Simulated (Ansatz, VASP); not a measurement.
# Al3N: VASP beside Ansatz

```xyz
4
Lattice="2.8394 0.0000 0.0000 0.0000 2.8394 0.0000 0.0000 0.0000 19.6413" Properties=species:S:1:pos:R:3 pbc="T T T"
Al    1.4197    1.4197    4.0000
Al    0.0000    0.0000    6.0693
Al    1.4197    1.4197    8.1413
N     1.8930    1.8930    9.7950
```

Alike in both runs: functional PBEsol; k mesh 9 × 9 × 1; occupations gaussian, width 0.1 eV; no spin polarisation.

Ansatz relaxed the structure, and its values are those at the end. VASP's run is a single point on that final structure, the one shown.

```csv
,VASP,Ansatz
version,VASP 6.6.1,Ansatz 0.2.0
potentials or method,"VASP PAW PBE potentials, release 64 (Al, N)","scalar-relativistic, plane waves, PAW"
plane-wave cutoff (eV),520,420
valence electrons in the cell,14,14
```

```csv
,VASP,Ansatz,Ansatz less VASP
gap on the k mesh at the Fermi level (eV),none,none,-
rms of the force components (eV/Å),0.413,0.404,-0.0094
"work function, face that differs most (eV)",8.48,8.47,-0.007
```

A gap of «none» marks a metal or a gap that the smearing closes. With one functional, cell and mesh, what is left measures potentials, basis and numerics.

Caveats: the PAW data sets were made with another functional, which shifts forces and pressure a little (VASP).
